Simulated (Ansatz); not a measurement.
KTaO3, cubic perovskite, relaxed with r2SCAN. Space group Pm-3m (No. 221), cubic; conventional cell a = 3.990 Å, 12.71 Å³ an atom. K is surrounded by 12 O at 2.82 Å; Ta is surrounded by 6 O at 2.00 Å; O is surrounded by 2 Ta at 2.00 Å and 4 K at 2.82 Å.

```
K Ta O
1.0
     3.99013    0.00000    0.00000
     0.00000    3.99013    0.00000
     0.00000    0.00000    3.99013
K Ta O
1 1 3
Direct
  0.00000 0.00000 0.00000
  0.50000 0.50000 0.50000
  0.50000 0.50000 0.00000
  0.50000 0.00000 0.50000
  0.00000 0.50000 0.50000
```

The questions ask for values computed with Ansatz 0.2.0 on this geometry. No magnetic order and no zero-point or thermal motion.

Question: Is there a gap with r2SCAN, and of what kind?

Answer: With r2SCAN the valence top lies at R and the conduction bottom at Γ, 2.63 eV higher; the smallest vertical gap, at Γ, is 3.26 eV.

Question: What does PBE+SOC give for the gap (6×6×6 mesh)?

Answer: With PBE+SOC the valence top lies at R and the conduction bottom at Γ, 2.08 eV higher; the smallest vertical gap, at Γ, is 2.63 eV. Spin-orbit coupling itself accounts for -0.14 eV. The gap differs by -0.55 eV from r2SCAN's.

Question: Estimate the gap with HSE06 on 4×4×4.

Answer: HSE06 gives an indirect gap of 3.57 eV, from R to Γ; the least direct gap is 4.22 eV at Γ. The gap differs by +0.94 eV from r2SCAN's.

Question: What does PBE0 give for the gap (4×4×4 mesh)?

Answer: PBE0 gives an indirect gap of 4.32 eV, from R to Γ; the least direct gap is 4.96 eV at Γ. The gap differs by +1.69 eV from r2SCAN's.

Question: What are ε∞ and the Born charges with r2SCAN?

Answer: The clamped-ion dielectric constant comes out as 4.91 in all directions. Born charges, averaged over directions: K +1.13, Ta +8.55, O -3.23 e.

Question: What do these levels agree on?

Answer: r2SCAN covers 30 % of the step from PBE to HSE06. For gaps to 0.1 eV, spin-orbit coupling (up to 0.20 eV here) has to be included. Among these functionals the gap stays indirect.

Only the levels marked +SOC include spin-orbit coupling.

The meshes of the hybrids are coarse, so their gaps aren't converged to the digits shown.
